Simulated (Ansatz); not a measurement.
# Mg: the cost of one run

Program: Ansatz 0.2.0. Level of theory: DFT PBE, scalar-relativistic, plane waves, PAW. These are calculated values, not measurements.

This is Mg in the fcc structure; at room conditions it is hcp.

3 further runs of the same task are left out: 2 that didn't finish, 1 set aside as unsound or not needed.

### Step 1. The structure to begin with

It takes space group Fm-3m (No. 225, cubic). Conventional cell: a = 4.522 Å, b = 4.522 Å, c = 4.522 Å, α = 90.00°, β = 90.00°, γ = 90.00°. Around Mg (site symmetry m-3m) lie 12 Mg at 3.20 Å.

Coordinates:

```
Mg
1.0
     0.00000    2.26110    2.26110
     2.26110    0.00000    2.26110
     2.26110    2.26110    0.00000
Mg
1
Direct
  0.00000 0.00000 0.00000
```

It goes back to an entry of the Materials Project, which need not be the stable form.

This cell was relaxed beforehand with the same method: volume 23.12 Å³/atom, gap on the mesh none (metal).

### Step 2. Bands, states and charges

The input, input.yaml:

```yaml
crystal:
  lattice:
    - [0.0, 2.2610966345, 2.2610966345]
    - [2.2610966345, 0.0, 2.2610966345]
    - [2.2610966345, 2.2610966345, 0.0]
  atoms:
    - { symbol: Mg, position: [0.0, 0.0, 0.0] }
basis:
  ecutwfc: 420
kpoints:
  mp_grid: { grid: [16, 16, 16] }
  band_path:
    path:
      - [[0.0, 0.0, 0.0], [0.5, 0.0, 0.5], [0.625, 0.25, 0.625]]
      - [[0.375, 0.375, 0.75], [0.0, 0.0, 0.0], [0.5, 0.5, 0.5], [0.5, 0.25, 0.75], [0.5, 0.0, 0.5]]
    npoints: 14
hamiltonian:
  xc: pbe
scf:
  occupations: { method: gaussian, width: 0.1 }
  n_extra_bands: 6
output:
  forces: true
  stress: true
  eigenvalues: true
  populations: true
  dos: { projected: true, de: 0.02, nscf_kmesh: { grid: [24, 24, 24] } }
  bader: true
  write_density: true
  write_potential: true
  elf: true
  volumetric_format: npy
```

Run with:

```sh
$ ansatz run input.yaml --threads 1 --pin off --max-ram 2560MiB --backend cpu --events-out ev --progress --plain --runs-dir out
```

What time and memory should one allow on 1 thread of Arm Neoverse V1, shared host?

About 7.7 s, with a peak of 0.3 GiB.
